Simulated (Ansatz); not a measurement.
Al under changes of volume

One of the cells (16.603 Å³/atom); the others are scaled copies at fixed shape and fractional positions:

```
CELL_PARAMETERS angstrom
0.00000 2.02481 2.02481
2.02481 0.00000 2.02481
2.02481 2.02481 0.00000
ATOMIC_POSITIONS crystal
Al 0.00000 0.00000 0.00000
```

* Program: Ansatz 0.2.0
* Functional: BLYP
* Dispersion: D3(BJ)
* Potentials or basis: Ansatz PAW
* Cutoff: 420 eV (not typed: the program's choice for these potentials)
* k mesh: 11 × 11 × 11
* Occupations: fermi-dirac, width 0.05 eV
* Spin: no spin polarisation

| volume (Å³/atom) | energy over the lowest point (meV/atom) | pressure (GPa) |
| --- | --- | --- |
| 15.607 | 0.00 | -0.5 |
| 15.939 | 2.72 | -2.1 |
| 16.271 | 8.50 | -3.5 |
| 16.603 | ? | ? |
| 16.935 | 27.91 | -5.8 |
| 17.267 | 40.88 | -6.7 |
| 17.599 | 55.68 | -7.5 |

What does the run at 16.603 Å³/atom give?

Energy over the lowest point 17.00 meV/atom; pressure -4.7 GPa.

Worked out: A Birch-Murnaghan fit of order 3 (a polynomial in V^(-2/3)) to the other rows has its minimum at 15.51 Å³/atom, just outside them, with B0 = V·E''(V) = 82 GPa and B' = 5.1. It gives 17.02 meV/atom at 16.603 Å³/atom, against the run's 17.00, and -dE/dV = -4.7 GPa, against -4.7.

Energies are extrapolated to zero smearing.

Caveats: pairwise dispersion overbinds metals, which lowers pressure and volume; the PAW data sets come from PBE, with cores solved anew for the run's functional, which leaves a small shift of forces and pressure.
